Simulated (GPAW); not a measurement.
# BN (R3m) in GPAW: settings compared, part 3 of 3

GPAW 26.7.0.

### Step 4. RPA correlation energy, PBE

The input, run.py:

```python
import numpy as np
from ase.spacegroup import crystal
from ase.units import Bohr, Ha
from gpaw import GPAW, PW, setup_paths
from gpaw.hybrids.energy import non_self_consistent_energy
from gpaw.xc.rpa import RPACorrelation

setup_paths.insert(0, '.')

# N 3a
# B 3a
atoms = crystal(['N', 'B'],
                basis=[[0.6666666667, 0.3333333333, 0.0005715333],
                       [0.0, 0.0, 0.0003288]],
                spacegroup=160, setting=1,  # R3m
                cellpar=[2.50224357, 2.50224357, 10.11880321, 90.0, 90.0, 120.0],
                primitive_cell=True)

for x in [0.94, 0.97, 1.0, 1.03, 1.06]:
    ecuts = np.array([96.0, 120.0, 150]) * x**(-2 / 3)  # the same plane waves at each volume
    a = atoms.copy()
    a.set_cell(atoms.cell * x**(1 / 3), scale_atoms=True)
    calc = GPAW(mode=PW(550),
                xc='PBE',
                kpts={'size': (4, 4, 4), 'gamma': True},
                occupations={'name': 'fermi-dirac', 'width': 0.05},
                nbands=11,
                convergence={'density': 1e-06},
                symmetry={'point_group': False},
                maxiter=60,
                txt=f'gs-{x:.2f}.txt')
    a.calc = calc
    dft = a.get_potential_energy(force_consistent=True)
    calc.write(f'gs-{x:.2f}.gpw')
    exx = non_self_consistent_energy(calc, 'EXX').sum()
    calc.diagonalize_full_hamiltonian(nbands=int(a.get_volume() / Bohr**3 * (ecuts[-1] / Ha)**1.5 * 2**0.5 / 3 / np.pi**2 * 1.15) + 30)
    calc.write(f'full-{x:.2f}.gpw', mode='all')
    ec = RPACorrelation(f'full-{x:.2f}.gpw', ecut=ecuts, nfrequencies=16, skip_gamma=False, txt=f'rpa-{x:.2f}.txt').calculate()
    slope, ec_inf = np.polyfit(ecuts**-1.5, ec, 1)
    print(f'V = {a.get_volume():.4f} A^3: DFT {dft:.5f}, EXX {exx:.5f}, correlation', *ec.round(5), f'extrapolated {ec_inf:.5f}, total {exx + ec_inf:.5f} eV', flush=True)
```

Potentials or basis: PAW data sets generated in the run's folder for this functional, pw.

On the command line:

```bash
$ gpaw-setup -x -f PBE B N
$ OMP_NUM_THREADS=1 python run.py
```

The program printed:

```text
Non-self-consistent RPA correlation energy

Atoms                          : BN
Ground state XC functional     : PBE
Valence electrons              : 8
Number of bands                : 117
Number of spins                : 1
Number of k-points             : 64
Number of irreducible k-points : 36
Number of irreducible q-points : 36

    q: [0.0000 0.0000 0.0000] - weight: 0.016
    q: [0.0000 0.0000 0.2500] - weight: 0.031
    q: [0.0000 0.0000 0.5000] - weight: 0.016
    q: [0.0000 0.2500 -0.2500] - weight: 0.031
    q: [0.0000 0.2500 0.0000] - weight: 0.031
    q: [0.0000 0.2500 0.2500] - weight: 0.031
[... 28 lines left out ...]
    q: [0.5000 0.5000 0.2500] - weight: 0.031
    q: [0.5000 0.5000 0.5000] - weight: 0.016

Analytical coupling constant integration

Frequencies
    Gauss-Legendre integration with 16 frequency points
    Transformed from [0,oo] to [0,1] using e^[-aw^(1/B)]
    Highest frequency point at 800.0 eV and B=2.0

    G-vector decomposition        : 1

Response function bands : Equal to number of plane waves
Plane wave cutoffs (eV) : 100.043 125.054 156.317
No Coulomb truncation

# 0
q = [0.000 0.000 0.000]
E_cut = 100 eV / Bands = 29:
E_c(q) = -8.713 eV
E_cut = 125 eV / Bands = 55:
E_c(q) = -10.755 eV
E_cut = 156 eV / Bands = 85:
E_c(q) = -11.915 eV

# 1
q = [0.000 0.000 0.250]
E_cut = 100 eV / Bands = 36:
E_c(q) = -8.723 eV
E_cut = 125 eV / Bands = 54:
E_c(q) = -10.016 eV
E_cut = 156 eV / Bands = 79:
E_c(q) = -11.075 eV

# 2
q = [0.000 0.000 0.500]
E_cut = 100 eV / Bands = 34:
E_c(q) = -8.063 eV
E_cut = 125 eV / Bands = 60:
E_c(q) = -9.916 eV
E_cut = 156 eV / Bands = 70:
E_c(q) = -10.365 eV

# 3
q = [0.000 0.250 -0.250]
E_cut = 100 eV / Bands = 42:
E_c(q) = -8.818 eV
E_cut = 125 eV / Bands = 52:
E_c(q) = -9.556 eV
E_cut = 156 eV / Bands = 74:
E_c(q) = -10.550 eV

# 4
q = [0.000 0.250 0.000]
E_cut = 100 eV / Bands = 36:
E_c(q) = -8.723 eV
E_cut = 125 eV / Bands = 54:
E_c(q) = -10.016 eV
E_cut = 156 eV / Bands = 79:
E_c(q) = -11.075 eV

# 5
q = [0.000 0.250 0.250]
E_cut = 100 eV / Bands = 37:
E_c(q) = -8.700 eV
E_cut = 125 eV / Bands = 56:
E_c(q) = -10.008 eV
E_cut = 156 eV / Bands = 80:
E_c(q) = -10.986 eV

# 6
q = [0.000 0.250 0.500]
E_cut = 100 eV / Bands = 42:
E_c(q) = -8.747 eV
E_cut = 125 eV / Bands = 55:
E_c(q) = -9.677 eV
E_cut = 156 eV / Bands = 76:
E_c(q) = -10.544 eV

# 7
q = [0.000 0.500 0.000]
E_cut = 100 eV / Bands = 34:
E_c(q) = -8.063 eV
E_cut = 125 eV / Bands = 60:
E_c(q) = -9.917 eV
E_cut = 156 eV / Bands = 70:
E_c(q) = -10.365 eV

# 8
q = [0.000 0.500 0.250]
E_cut = 100 eV / Bands = 42:
E_c(q) = -8.747 eV
E_cut = 125 eV / Bands = 55:
E_c(q) = -9.677 eV
E_cut = 156 eV / Bands = 76:
E_c(q) = -10.544 eV

# 9
q = [0.000 0.500 0.500]
E_cut = 100 eV / Bands = 42:
E_c(q) = -8.734 eV
E_cut = 125 eV / Bands = 52:
E_c(q) = -9.426 eV
E_cut = 156 eV / Bands = 72:
E_c(q) = -10.364 eV

# 10
q = [0.250 -0.250 -0.250]
E_cut = 100 eV / Bands = 40:
E_c(q) = -8.587 eV
E_cut = 125 eV / Bands = 57:
E_c(q) = -9.726 eV
E_cut = 156 eV / Bands = 71:
E_c(q) = -10.370 eV

# 11
q = [0.250 -0.250 0.000]
E_cut = 100 eV / Bands = 42:
E_c(q) = -8.818 eV
E_cut = 125 eV / Bands = 52:
E_c(q) = -9.556 eV
E_cut = 156 eV / Bands = 74:
E_c(q) = -10.550 eV

# 12
q = [0.250 -0.250 0.250]
E_cut = 100 eV / Bands = 40:
E_c(q) = -8.587 eV
E_cut = 125 eV / Bands = 57:
E_c(q) = -9.726 eV
E_cut = 156 eV / Bands = 71:
E_c(q) = -10.370 eV

# 13
q = [0.250 0.750 0.500]
E_cut = 100 eV / Bands = 42:
E_c(q) = -8.703 eV
E_cut = 125 eV / Bands = 52:
E_c(q) = -9.454 eV
E_cut = 156 eV / Bands = 74:
E_c(q) = -10.428 eV

# 14
q = [0.250 0.000 -0.250]
E_cut = 100 eV / Bands = 42:
E_c(q) = -8.818 eV
E_cut = 125 eV / Bands = 52:
E_c(q) = -9.556 eV
E_cut = 156 eV / Bands = 74:
E_c(q) = -10.550 eV

# 15
q = [0.250 0.000 0.000]
E_cut = 100 eV / Bands = 36:
E_c(q) = -8.723 eV
E_cut = 125 eV / Bands = 54:
E_c(q) = -10.016 eV
E_cut = 156 eV / Bands = 79:
E_c(q) = -11.075 eV

# 16
q = [0.250 0.000 0.250]
E_cut = 100 eV / Bands = 37:
E_c(q) = -8.700 eV
E_cut = 125 eV / Bands = 56:
E_c(q) = -10.008 eV
E_cut = 156 eV / Bands = 80:
E_c(q) = -10.986 eV

# 17
q = [0.250 0.000 0.500]
E_cut = 100 eV / Bands = 42:
E_c(q) = -8.747 eV
E_cut = 125 eV / Bands = 55:
E_c(q) = -9.677 eV
E_cut = 156 eV / Bands = 76:
E_c(q) = -10.544 eV
[... 55 lines left out ...]
# 24
q = [0.250 0.500 0.250]
E_cut = 100 eV / Bands = 36:
E_c(q) = -8.304 eV
E_cut = 125 eV / Bands = 51:
E_c(q) = -9.471 eV
E_cut = 156 eV / Bands = 78:
E_c(q) = -10.646 eV

# 25
q = [0.250 0.500 0.500]
E_cut = 100 eV / Bands = 36:
E_c(q) = -8.247 eV
E_cut = 125 eV / Bands = 54:
E_c(q) = -9.580 eV
E_cut = 156 eV / Bands = 75:
E_c(q) = -10.460 eV

# 26
q = [0.500 0.000 0.000]
E_cut = 100 eV / Bands = 34:
E_c(q) = -8.063 eV
E_cut = 125 eV / Bands = 60:
E_c(q) = -9.917 eV
E_cut = 156 eV / Bands = 70:
E_c(q) = -10.365 eV

# 27
q = [0.500 0.000 0.250]
E_cut = 100 eV / Bands = 42:
E_c(q) = -8.747 eV
E_cut = 125 eV / Bands = 55:
E_c(q) = -9.677 eV
E_cut = 156 eV / Bands = 76:
E_c(q) = -10.544 eV

# 28
q = [0.500 0.000 0.500]
E_cut = 100 eV / Bands = 42:
E_c(q) = -8.734 eV
E_cut = 125 eV / Bands = 52:
E_c(q) = -9.426 eV
E_cut = 156 eV / Bands = 72:
E_c(q) = -10.364 eV

# 29
q = [0.500 0.250 0.750]
E_cut = 100 eV / Bands = 42:
E_c(q) = -8.703 eV
E_cut = 125 eV / Bands = 52:
E_c(q) = -9.454 eV
E_cut = 156 eV / Bands = 74:
E_c(q) = -10.428 eV

# 30
q = [0.500 0.250 0.000]
E_cut = 100 eV / Bands = 42:
E_c(q) = -8.747 eV
E_cut = 125 eV / Bands = 55:
E_c(q) = -9.677 eV
E_cut = 156 eV / Bands = 76:
E_c(q) = -10.544 eV

# 31
q = [0.500 0.250 0.250]
E_cut = 100 eV / Bands = 36:
E_c(q) = -8.304 eV
E_cut = 125 eV / Bands = 51:
E_c(q) = -9.471 eV
E_cut = 156 eV / Bands = 78:
E_c(q) = -10.646 eV

# 32
q = [0.500 0.250 0.500]
E_cut = 100 eV / Bands = 36:
E_c(q) = -8.247 eV
E_cut = 125 eV / Bands = 54:
E_c(q) = -9.580 eV
E_cut = 156 eV / Bands = 75:
E_c(q) = -10.460 eV

# 33
q = [0.500 0.500 0.000]
E_cut = 100 eV / Bands = 42:
E_c(q) = -8.734 eV
E_cut = 125 eV / Bands = 52:
E_c(q) = -9.426 eV
E_cut = 156 eV / Bands = 72:
E_c(q) = -10.364 eV

# 34
q = [0.500 0.500 0.250]
E_cut = 100 eV / Bands = 36:
E_c(q) = -8.247 eV
E_cut = 125 eV / Bands = 54:
E_c(q) = -9.580 eV
E_cut = 156 eV / Bands = 75:
E_c(q) = -10.460 eV

# 35
q = [0.500 0.500 0.500]
E_cut = 100 eV / Bands = 36:
E_c(q) = -8.281 eV
E_cut = 125 eV / Bands = 48:
E_c(q) = -9.210 eV
E_cut = 156 eV / Bands = 84:
E_c(q) = -10.710 eV

==========================================================

Total correlation energy:
   100:   -8.5751 eV
   125:   -9.6910 eV
   156:   -10.6234 eV

Extrapolated energies:
   100 - 125:  -12.498 eV
   125 - 156:  -12.969 eV
```

stdout:

```text
<dir> UserWarning: The angles between your unit-cell vectors are 39.9, 39.9 and 39.9 degrees.  Results may be wrong!  Please Niggli-reduce your unit-cell so that the angles are closer to 90 degrees:

  from ase.build import niggli_reduce
  niggli_reduce(atoms)

  warnings.warn(
IBZ(<points: 36, symmetries: 1>)
[... 27 lines left out ...]
Core-core contribution:           -189.814
Valence-core contribution:          -8.636
Valence-valence contribution:      -89.976
V = 18.8380 A^3: DFT -17.27911, EXX -6.76888, correlation -8.49683 -9.62679 -10.57611 extrapolated -12.71663, total -19.48551 eV
IBZ(<points: 36, symmetries: 1>)
Occupied bands: 4
DFT energy: -17.25998459921508 eV
minus DFT-XC energy: 16.328500982895783 eV
Core-core contribution:           -189.814
Valence-core contribution:          -8.569
Valence-valence contribution:      -89.473
V = 19.3867 A^3: DFT -17.25998, EXX -6.71876, correlation -8.47467 -9.60883 -10.56347 extrapolated -12.71328, total -19.43204 eV
```

gs-0.94.txt:

```text
__  _  _
 | _ |_)|_||  |
 |__||  | ||/\| - 26.7.0

Input parameters:
  mode=PW(ecut=550.0),
  convergence={'density': 1e-06},
  kpts=MonkhorstPack(size=(4, 4, 4), gamma=True),
  maxiter=60,
  nbands=11,
[... 195 lines left out ...]
|          4 |         9.688 |     0.000 |
|          5 |        16.646 |     0.000 |
|          6 |        16.647 |     0.000 |
|          7 |        18.363 |     0.000 |
|          8 |        20.332 |     0.000 |
|          9 |        31.446 |     0.000 |
|         10 |        33.452 |     0.000 |

Gap: 4.919 eV
Transition (v -> c):
  (s=0, k=14, n=3, [0.25, 0.00, -0.25]) -> (s=0, k=33, n=4, [0.50, 0.50, 0.00])
Direct/indirect transitions are different
Direct gap: 5.603 eV
Transition at: (s=0, k=33, n=3, [0.50, 0.50, 0.00])
# Writing to gs-0.94.gpw (mode='')

Matrix size: 517x517
# Writing to full-0.94.gpw (mode='all')
```

Wall time 15 min (1 thread of Arm Neoverse V1, shared host); peak memory 0.4 GiB.

These settings aren't checked as converged: the numbers below hold their error.

Results:

```
Equilibrium volume                        : 8.94 Å³/atom (rough: see the caveat)
Bulk modulus at fixed shape and positions : 184 GPa (rough)
```

Caveat: the k mesh is coarse (spacing up to 0.74 Å⁻¹), so the values aren't converged; the fit is doubtful: noisy points or a state that changes with volume; the long-wavelength limit can be off by a per cent or two; the response cutoff is short for absolute correlation energies; the cell was scaled at fixed shape and fractional positions, which overstates the stiffness of a crystal with free parameters, most of all of layers and chains; the program warned that so skewed a cell can give wrong results.

### Step 5. RPA correlation energy, PBE

Changes to run.py since step 4:

```diff
@@ -18,4 +18,4 @@
 
-for x in [0.94, 0.97, 1.0, 1.03, 1.06]:
-    ecuts = np.array([96.0, 120.0, 150]) * x**(-2 / 3)  # the same plane waves at each volume
+for x in [1.0]:
+    ecuts = np.array([96.0, 120.0, 150])
     a = atoms.copy()
@@ -25,3 +25,3 @@
                 kpts={'size': (4, 4, 4), 'gamma': True},
-                occupations={'name': 'fermi-dirac', 'width': 0.05},
+                occupations={'name': 'fermi-dirac', 'width': 0.001},
                 nbands=11,
@@ -29,3 +29,3 @@
                 symmetry={'point_group': False},
-                maxiter=60,
+                maxiter=150,
                 txt=f'gs-{x:.2f}.txt')
```

Potentials or basis: PAW data sets generated in the run's folder for this functional, pw.

On the command line:

```bash
$ gpaw-setup -x -f PBE B N
$ OMP_NUM_THREADS=1 python run.py
```

The program printed:

```text
Using integrator: PointIntegrator
FrequencyDescriptor(from 0.000+0.001j to 0.000+800.000j eV, 16 points)
Nonperiodic BCs:  [False False False]
Using integrator: PointIntegrator
FrequencyDescriptor(from 0.000+0.001j to 0.000+800.000j eV, 16 points)
Nonperiodic BCs:  [False False False]
Integrating chi0 body.

Symmetries of q_c:
    Direct symmetries (Uq -> q): 1
    Indirect symmetries (TUq -> q): 1
In total 2 allowed symmetries.

  ( 1  0  0)  (-1  0  0)
  ( 0  1  0)  ( 0 -1  0)
  ( 0  0  1)  ( 0  0 -1)

36 groups of equivalent kpoints. 43.75% reduction.

Integral kind: hermitian response function
Integrating chi0 head and wings.

Symmetries of q_c:
    Direct symmetries (Uq -> q): 1
    Indirect symmetries (TUq -> q): 1
In total 2 allowed symmetries.

  ( 1  0  0)  (-1  0  0)
  ( 0  1  0)  ( 0 -1  0)
  ( 0  0  1)  ( 0  0 -1)

36 groups of equivalent kpoints. 43.75% reduction.

Integral kind: hermitian response function wings
Integrating chi0 body.

Symmetries of q_c:
    Direct symmetries (Uq -> q): 1
    Indirect symmetries (TUq -> q): 1
In total 2 allowed symmetries.

  ( 1  0  0)  (-1  0  0)
  ( 0  1  0)  ( 0 -1  0)
  ( 0  0  1)  ( 0  0 -1)

36 groups of equivalent kpoints. 43.75% reduction.

Integral kind: hermitian response function
Integrating chi0 head and wings.

Symmetries of q_c:
    Direct symmetries (Uq -> q): 1
    Indirect symmetries (TUq -> q): 1
In total 2 allowed symmetries.

  ( 1  0  0)  (-1  0  0)
  ( 0  1  0)  ( 0 -1  0)
  ( 0  0  1)  ( 0  0 -1)

36 groups of equivalent kpoints. 43.75% reduction.

Integral kind: hermitian response function wings
Integrating chi0 body.

Symmetries of q_c:
    Direct symmetries (Uq -> q): 1
    Indirect symmetries (TUq -> q): 1
In total 2 allowed symmetries.

  ( 1  0  0)  (-1  0  0)
  ( 0  1  0)  ( 0 -1  0)
  ( 0  0  1)  ( 0  0 -1)

36 groups of equivalent kpoints. 43.75% reduction.

Integral kind: hermitian response function
Integrating chi0 head and wings.

Symmetries of q_c:
    Direct symmetries (Uq -> q): 1
    Indirect symmetries (TUq -> q): 1
In total 2 allowed symmetries.

  ( 1  0  0)  (-1  0  0)
  ( 0  1  0)  ( 0 -1  0)
  ( 0  0  1)  ( 0  0 -1)

36 groups of equivalent kpoints. 43.75% reduction.

Integral kind: hermitian response function wings
Integrating chi0 body.

Symmetries of q_c:
    Direct symmetries (Uq -> q): 1
    Indirect symmetries (TUq -> q): 0
In total 1 allowed symmetries.

  ( 1  0  0)
  ( 0  1  0)
  ( 0  0  1)

64 groups of equivalent kpoints. 0.0% reduction.

Integral kind: hermitian response function
Integrating chi0 body.

Symmetries of q_c:
    Direct symmetries (Uq -> q): 1
    Indirect symmetries (TUq -> q): 0
In total 1 allowed symmetries.

  ( 1  0  0)
  ( 0  1  0)
  ( 0  0  1)

64 groups of equivalent kpoints. 0.0% reduction.

Integral kind: hermitian response function
Integrating chi0 body.

Symmetries of q_c:
    Direct symmetries (Uq -> q): 1
    Indirect symmetries (TUq -> q): 0
In total 1 allowed symmetries.
[... 1415 lines left out ...]
  ( 1  0  0)  (-1  0  0)
  ( 0  1  0)  ( 0 -1  0)
  ( 0  0  1)  ( 0  0 -1)

36 groups of equivalent kpoints. 43.75% reduction.

Integral kind: hermitian response function
Integrating chi0 body.

Symmetries of q_c:
    Direct symmetries (Uq -> q): 1
    Indirect symmetries (TUq -> q): 1
In total 2 allowed symmetries.

  ( 1  0  0)  (-1  0  0)
  ( 0  1  0)  ( 0 -1  0)
  ( 0  0  1)  ( 0  0 -1)

36 groups of equivalent kpoints. 43.75% reduction.

Integral kind: hermitian response function
```

rpa-1.00.txt:

```text
Non-self-consistent RPA correlation energy

Atoms                          : BN
Ground state XC functional     : PBE
Valence electrons              : 8
Number of bands                : 117
Number of spins                : 1
Number of k-points             : 64
Number of irreducible k-points : 36
Number of irreducible q-points : 36

    q: [0.0000 0.0000 0.0000] - weight: 0.016
    q: [0.0000 0.0000 0.2500] - weight: 0.031
    q: [0.0000 0.0000 0.5000] - weight: 0.016
[... 363 lines left out ...]
q = [0.500 0.500 0.500]
E_cut = 96 eV / Bands = 36:
E_c(q) = -8.163 eV
E_cut = 120 eV / Bands = 48:
E_c(q) = -9.095 eV
E_cut = 150 eV / Bands = 84:
E_c(q) = -10.617 eV

==========================================================

Total correlation energy:
    96:   -8.5208 eV
   120:   -9.6462 eV
   150:   -10.5898 eV

Extrapolated energies:
    96 - 120:  -12.477 eV
   120 - 150:  -12.963 eV
```

Run time: 2.4 min. Hardware: 1 thread of Arm Neoverse V1, shared host; peak memory 0.26 GiB.

These settings aren't checked as converged: the numbers below hold their error.

Results:

| Quantity | Value |
| --- | --- |
| Free energy | -17.2703 eV |
| Band gap on the k mesh, mean-field level | 4.81 eV, indirect (least direct gap 5.46 eV) |
| RPA total energy per cell | -19.510 eV |

Caveat: the k mesh is coarse (spacing up to 0.74 Å⁻¹), so the values aren't converged; the long-wavelength limit can be off by a per cent or two; the response cutoff is short for absolute correlation energies; the program warned that so skewed a cell can give wrong results.
